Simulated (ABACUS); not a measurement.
# CoO under changes of volume

One of the cells (11.411 Å³/atom); the others are scaled copies at fixed shape and fractional positions:

```xyz
2
Lattice="1.6022 0.9250 2.5665 -1.6022 0.9250 2.5665 0.0000 -1.8501 2.5665" Properties=species:S:1:pos:R:3 pbc="T T T"
Co    0.0000    0.0000    7.6915
O     0.0000    0.0000    5.7824
```

Measurements of this composition are mostly on another form, of space group No. 225.

| Property | Result |
| --- | --- |
| Program | ABACUS 3.10.1 |
| Functional | PBE |
| Potentials or basis | PseudoDojo NC SR 0.4.1 PBE standard |
| Cutoff | 1361 eV |
| Density cutoff | 5442 eV |
| Basis | DZP LCAO (the cutoffs set its grid) |
| k mesh | 10 × 10 × 10 |
| Occupations | fermi-dirac, width 0.05 eV |
| Spin | collinear spin, ferromagnetic start |
| Starting moments | [2.0, 0.0] μB |

```tsv
volume (Å³/atom)	energy over the lowest point (meV/atom)	pressure (GPa)	moment (μB per cell)	largest force (eV/Å)
10.727	?	?	?	?
10.955	13.05	7.0	2.74	0.331
11.183	4.74	4.2	2.82	0.312
11.411	0.41	1.5	2.88	0.294
11.640	0.00	-1.1	2.92	0.275
11.868	3.25	-3.5	2.95	0.253
12.096	9.73	-5.7	2.97	0.231
```

Problem. What does the run at 10.727 Å³/atom give?

Solution. Energy over the lowest point 25.43 meV/atom; pressure 9.8 GPa; moment 2.62 μB per cell; largest force 0.348 eV/Å.

Worked out: A Birch-Murnaghan fit of order 3 (a polynomial in V^(-2/3)) to the other rows has its minimum at 11.55 Å³/atom with B0 = V·E''(V) = 131 GPa (rough, since the energies scatter) at fixed shape and positions, which overstates the stiffness. It gives 25.80 meV/atom at 10.727 Å³/atom, against the run's 25.43, and -dE/dV = 10.6 GPa, against 9.8. A parabola through the other rows of the moment, of slope 0.428 μB per Å³/atom there, extrapolates to 2.65 μB, against the run's 2.62.

Energies are extrapolated to zero smearing.

Caveats: the atomic orbitals were generated for these runs and aren't a published set; the basis of atomic orbitals isn't converged, which shifts pressures, moduli and gaps; a cell with one magnetic atom can't hold antiferromagnetic order, which such compounds often take.
